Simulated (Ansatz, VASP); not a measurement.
Bi in VASP and in Ansatz

```xyz
2
Lattice="0.0000 3.6192 3.6192 3.6192 0.0000 3.6192 3.6192 3.6192 0.0000" Properties=species:S:1:pos:R:3 pbc="T T T"
Bi    0.9048    0.9048    0.9048
Bi    6.3337    6.3337    6.3337
```

Alike in both runs: task single point; functional BLYP; k mesh 8 × 8 × 8; occupations fermi-dirac, width 0.1 eV; no spin polarisation.

|  | VASP | Ansatz |
| --- | --- | --- |
| version | VASP 6.6.1 | Ansatz 0.2.0 |
| potentials or method | VASP PAW PBE potentials, release 64 (Bi_d) | plane waves (420 eV) with PAW, scalar-relativistic |
| plane-wave cutoff (eV) | 520 | 420 |
| valence electrons in the cell | 30 | 30 |

Ansatz gave:

| Quantity | Value |
| --- | --- |
| pressure (GPa) | 2.5 |

Problem. Estimate VASP's values.

Solution. Pressure (GPa): 2.6.

Caveats: the PAW data sets were made with another functional, which shifts forces and pressure a little (VASP).
